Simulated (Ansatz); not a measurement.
Notes on Sr

```
Sr
1.0
    -2.25805    2.25805    2.25805
     2.25805   -2.25805    2.25805
     2.25805    2.25805   -2.25805
Sr
1
Direct
  0.00000 0.00000 0.00000
```

Single point in Ansatz 0.2.0 with r2SCAN, no spin polarisation. Cutoff 500 eV, PAW datasets, 11×11×11 Γ-centred k mesh, gaussian filling (width 0.0189 eV).

Task: What do density and ELF say about some of the short contacts?

Result: Sr–Sr at 3.91 Å: least valence density 0.05 e/Å³ and ELF 0.12 there. Both are smooth PAW fields, read partly inside the augmentation spheres.

Task: What happens at the Fermi level?

Result: It is a metal, with about 0.93 states/eV a cell as the mean within 0.25 eV of the Fermi level.

Task: What does the stress say?

Result: The pressure is 2.8 GPa (compression positive), so with the atoms held at these fractions the cell would first expand.

Origin: a known structure type with other elements, at an estimated volume, so it need not be a known compound.
